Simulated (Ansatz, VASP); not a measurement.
**One calculation of MgO, two programs**

```
Mg O
1.0
     2.39448    0.00000    0.00000
     0.00000    2.39448    0.00000
     0.00000    0.00000    2.39448
Mg O
1 1
Direct
  0.00000 0.00000 0.00000
  0.50000 0.50000 0.50000
```

Alike in both runs: task single point; functional r2SCAN; k mesh 10 × 10 × 10; occupations gaussian, width 0.05 eV; no spin polarisation.

```csv
,VASP,Ansatz
version,VASP 6.6.1,Ansatz 0.2.0
potentials or method,"VASP PAW PBE potentials, release 64 (Mg, O)","scalar-relativistic, plane waves, PAW"
plane-wave cutoff (eV),520,500
valence electrons in the cell,8,16
```

|  | VASP | Ansatz | Ansatz less VASP |
| --- | --- | --- | --- |
| gap on the k mesh at the Fermi level (eV) | 6.72 | 6.76 | +0.033 |
| least direct gap on the mesh (eV) | 6.98 | 7.03 | +0.053 |

The two sets of potentials don't hold the same shells in valence.

 A k mesh can miss the band edges. r2SCAN opens gaps a little over a GGA but as a rule still falls short of measured ones.
